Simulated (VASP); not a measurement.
Wanted: the native input for a VASP 6.6.1 run.

| Quantity | Value |
| --- | --- |
| Task | relaxation of cell and atoms |
| Functional | PBE |
| Dispersion | D3(BJ) |
| Potentials or basis | VASP PAW PBE potentials, release 64 (Cu) |
| Cutoff | 600 eV |
| k mesh | 18 × 18 × 18 |
| Occupations | methfessel-paxton, width 0.1 eV |
| Spin | no spin polarisation |
| Further INCAR settings | ALGO = Normal; EDIFF = 1e-06; IBRION = 2; EDIFFG = -0.01; NSW = 90; ISIF = 3 |

The structure of Cu lies in POSCAR:

```
Cu
1.0
    0.0000000000      1.8075000000      1.8075000000
    1.8075000000      0.0000000000      1.8075000000
    1.8075000000      1.8075000000      0.0000000000
Cu
1
Direct
    0.0000000000      0.0000000000      0.0000000000
```

These files were run (other wordings do the same):

INCAR

```
SYSTEM = Cu
PREC = Accurate
ENCUT = 600
EDIFF = 1E-6
ISMEAR = 1
SIGMA = 0.1
LREAL = .FALSE.
LASPH = .TRUE.
NELM = 80
ALGO = Normal
ISIF = 3
LWAVE = .FALSE.
LCHARG = .FALSE.
GGA = PE
IVDW = 12
IBRION = 2
NSW = 90
EDIFFG = -0.01
```

KPOINTS

```
Automatic mesh
0
G
  18 18 18
  0 0 0
```

Potentials or basis: VASP PAW PBE potentials, release 64 (Cu).

The run is started by

```console
$ cat potpaw_PBE.64/Cu/POTCAR > POTCAR
$ mpirun -np 1 vasp_std > vasp.out
```

It gave:

* Relaxed volume: 11.36 Å³/atom
* Relaxed cell: a = 2.523 Å, b = 2.523 Å, c = 2.523 Å, α = 60.00°, β = 60.00°, γ = 60.00°
* Space group after relaxing (to 0.05 Å): Fm-3m (No. 225)
* Energy gained by relaxing: 8.4 meV/atom
* Ionic steps: 3
* Pressure after relaxing: 0.0 GPa
* Band gap on the k mesh: none (metal or under the smearing width)
* Dispersion energy per atom: -0.607 eV

Caveat: pairwise dispersion overbinds metals, which lowers pressure and volume.

Run time: 24 s on 1 thread of Intel(R) Xeon(R) Platinum 8488C (Sapphire Rapids), with other jobs on the host, peak memory 0.16 GiB.
